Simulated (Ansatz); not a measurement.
# Ge: stress in a strained cell

Ge is deformed so: equal xx and yy strain of +3 %. What stress and forces result, by LAPW, PAW and all-electron datasets made for the crystal?

Computed with Ansatz 0.2.0 (DFT PBE, scalar-relativistic, unless a step's input says otherwise).

## 1. The structure to begin with

The structure is cubic, space group Fd-3m (No. 227). Conventional cell: a = 5.658 Å, b = 5.658 Å, c = 5.658 Å, α = 90.00°, β = 90.00°, γ = 90.00°. Ge (site symmetry -43m) is surrounded by 4 Ge at 2.45 Å.

Structure file:

```
CELL_PARAMETERS angstrom
0.00000 2.82877 2.82877
2.82877 0.00000 2.82877
2.82877 2.82877 0.00000
ATOMIC_POSITIONS crystal
Ge 0.50000 0.50000 0.50000
Ge 0.75000 0.75000 0.75000
```

Atoms are numbered in the order of the input: Ge1, Ge2.

## 2. The deformed structure

Space group Fd-3m before, I4_1/amd after.

## 3. Full-potential LAPW

input.yaml reads:

```yaml
crystal:
  lattice:
    - [0.0, 2.9136331, 2.82877]
    - [2.9136331, 0.0, 2.82877]
    - [2.9136331, 2.9136331, 0.0]
  atoms:
    - { symbol: Ge, position: [0.5, 0.5, 0.5] }
    - { symbol: Ge, position: [0.75, 0.75, 0.75] }
kpoints:
  mp_grid: { grid: [10, 10, 10] }
  band_path:
    path:
      - [0.0, 0.0, 0.0]
      - [0.0, 0.5, 0.5]
      - [0.25, 0.75, 0.5]
      - [0.0, 0.5, 0.0]
      - [0.0, 0.0, 0.0]
      - [0.5, 0.5, 0.0]
      - [0.3826125, 0.6173875, 0.0]
      - [-0.3826125, 0.3826125, 0.0]
      - [0.0, 0.0, 0.0]
    npoints: 5
scf:
  occupations: { method: fermi_dirac, width: 0.05 }
hamiltonian:
  xc: pbe
  pseudopotentials: { kind: all_electron, lapw: { basis_error: 0.00025 } }
output:
  forces: true
  stress: true
  eigenvalues: true
```

Command:

```sh
$ ansatz run input.yaml --threads 1 --pin off --max-ram 3072MiB --backend cpu --events-out ev --progress --plain --runs-dir out
```

## 4. Frozen-core PAW

input.yaml reads:

```yaml
crystal:
  lattice:
    - [0.0, 2.9136331, 2.82877]
    - [2.9136331, 0.0, 2.82877]
    - [2.9136331, 2.9136331, 0.0]
  atoms:
    - { symbol: Ge, position: [0.5, 0.5, 0.5] }
    - { symbol: Ge, position: [0.75, 0.75, 0.75] }
kpoints:
  mp_grid: { grid: [10, 10, 10] }
scf:
  occupations: { method: fermi_dirac, width: 0.05 }
hamiltonian:
  xc: pbe
  pseudopotentials: { kind: paw }
output:
  forces: true
  stress: true
  eigenvalues: true
  efg: { contact_densities: true }
```

## 5. Datasets made for this crystal

input.yaml, as its differences from that of step 4:

```diff
@@ -14,3 +14,3 @@
   xc: pbe
-  pseudopotentials: { kind: paw }
+  pseudopotentials: { kind: all_electron, datasets: crystal }
 output:
```

(Steps that only read results are left out.)

Before running it: what results should come out? Wanted: pressure; largest shear or deviatoric stress.

As calculated:

```
                                 quantity                                              value
                                 pressure  LAPW -0.26, PAW -0.26, crystal datasets -0.26 GPa
largest shear or deviatoric stress (LAPW)                                           1.24 GPa
```

The largest part of the stress beyond the pressure is 1.24 GPa in size, in the zz component; the atoms are carried along and not relaxed. No run of the undeformed cell stands beside it, so the pressure holds what the given cell had before the change. PAW: stress within 0.01 GPa of LAPW. Crystal datasets: stress within 0.01 GPa of LAPW.
